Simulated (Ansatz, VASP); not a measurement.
**Bi: VASP beside Ansatz**

File INCAR:

```
  PREC = Accurate
  ENCUT = 520
  EDIFF = 1E-7
  ISMEAR = -1
  SIGMA = 0.05
  LREAL = False
  LASPH = True
  NELM = 60
  ALGO = Normal
  ISIF = 2
  LWAVE = False
  LCHARG = False
  GGA = PS
  NBANDS = 22
```

File KPOINTS:

```
Automatic mesh
0
Gamma
  6 6 9
```

Contents of POSCAR:

```
Bi
1.0
    3.5570192531     -3.1940166960      0.0000000000
    3.5570192531      3.1940166960      0.0000000000
   -1.2849517653      0.0000000000      3.1746155033
Bi
2
Direct
    0.7530610000      0.7530610000      0.8573820000
    0.2469390000      0.2469390000      0.1426180000
```

File input.yaml:

```yaml
crystal:
  lattice:
    - [3.5570192531, -3.194016696, 0.0]
    - [3.5570192531, 3.194016696, 0.0]
    - [-1.2849517653, 0.0, 3.1746155033]
  atoms:
    - { symbol: Bi, position: [0.753061, 0.753061, 0.857382] }
    - { symbol: Bi, position: [0.246939, 0.246939, 0.142618] }
hamiltonian:
  xc: pbesol
  pseudopotentials: { kind: paw }
kpoints:
  mp_grid: { grid: [6, 6, 9] }
scf:
  occupations: { method: fermi_dirac, width: 0.05 }
output:
  forces: true
  stress: true
  eigenvalues: true
  write_density: true
  write_potential: true
  elf: true
  volumetric_format: npy
```

Change from the starting cell: volume scaled by 1.06.

Alike in both runs: task single point; functional PBEsol; k mesh 6 × 6 × 9; occupations fermi-dirac, width 0.05 eV; no spin polarisation.

|  | VASP | Ansatz |
| --- | --- | --- |
| version | VASP 6.6.1 | Ansatz 0.2.0 |
| potentials or method | VASP PAW PBE potentials, release 64 (Bi_d) | Ansatz PAW |
| plane-wave cutoff (eV) | 520 | 420 |
| valence electrons in the cell | 30 | 30 |

|  | VASP | Ansatz | Ansatz less VASP |
| --- | --- | --- | --- |
| gap on the k mesh at the Fermi level (eV) | none | none | - |
| pressure (GPa) | -4.7 | -4.7 | +0.07 |
| largest component of the traceless stress (GPa) | 0.68 | 0.67 | -0.002 |
| rms of the force components (eV/Å) | 0.076 | 0.077 | +0.0007 |

Atom by atom the forces differ by 0.001 eV/Å (rms over components). A gap of «none» marks a metal or a gap that the smearing closes. With one functional, cell and mesh, what is left measures potentials, basis and numerics.

Caveats: spin-orbit coupling is left out, which moves the levels of the heavy elements; the PAW data sets were made with another functional, which shifts forces and pressure a little (VASP); the PAW data sets come from PBE, with cores solved anew for the run's functional, which leaves a small shift of forces and pressure (Ansatz).
